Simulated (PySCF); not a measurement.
## Basis set benchmark on one molecule

Molecule: `CC(=O)N(C)C`, C4H9NO.

Numbering as in the mapped SMILES `[CH3:1][C:2](=[O:3])[N:4]([CH3:5])[CH3:6]`; H(Xn) means a hydrogen on atom n.

Geometry PBE0-D3(BJ)/def2-SVP throughout; GIAO in PySCF 2.14, gas phase, one conformer, non-relativistic; equivalent atoms averaged; functional PBE0.

Reference values (measured; solution, THF-d8, 298 K; Fulmer et al., Organometallics 2010, 29, 2176): δ(H(C1)) = 1.94 ppm, δ(C1) = 21.1 ppm, δ(C2) = 169.8 ppm. Computed shifts are taken against TMS, calculated as an isolated molecule at each level.

Task: How do the basis sets STO-3G, 6-31G, pcSseg-0, 6-31G*, def2-SVP, cc-pVDZ, pcSseg-1, 6-311+G(2d,p), aug-cc-pVDZ, def2-TZVP, IGLO-III, cc-pVTZ perform against the reference? Times are CPU seconds on shared hosts with different chips, so compare them loosely.

Result: 
```tsv
basis set	functions	H(C1)	C1	C2	abs. error H	mean abs. error C	core-s
STO-3G	39	1.59	22.6	108.3	0.35	31.5	2.9
6-31G	72	2.04	22.5	158.9	0.10	6.2	6.2
pcSseg-0	72	2.16	25.7	177.9	0.22	6.3	3.8
6-31G*	102	1.81	21.1	155.0	0.13	7.4	9.1
def2-SVP	129	1.76	20.4	160.4	0.18	5.1	11
cc-pVDZ	129	1.77	21.6	160.6	0.17	4.9	6.2
pcSseg-1	147	1.95	22.8	168.0	0.01	1.8	13
6-311+G(2d,p)	216	1.94	21.8	167.8	0.00	1.3	25
aug-cc-pVDZ	219	2.01	21.9	164.4	0.07	3.1	17
def2-TZVP	240	1.92	22.6	169.1	0.02	1.1	32
IGLO-III	300	1.98	22.7	172.6	0.04	2.2	25
cc-pVTZ	306	1.93	22.0	167.6	0.01	1.6	26
```

For 1H the closest is 6-311+G(2d,p) (0.00 ppm, with pcSseg-1, cc-pVTZ, def2-TZVP practically level) and the furthest STO-3G (0.35 ppm).

For 13C the closest is def2-TZVP (1.1 ppm, with 6-311+G(2d,p) practically level) and the furthest STO-3G (31.5 ppm). Where a smaller basis beats a larger one, errors probably cancel. One molecule is a small sample, and vibrational and solvent effects are absent from the calculation.

A small basis that lands close on one nucleus may do so by chance; judge by the trend and by all nuclei.
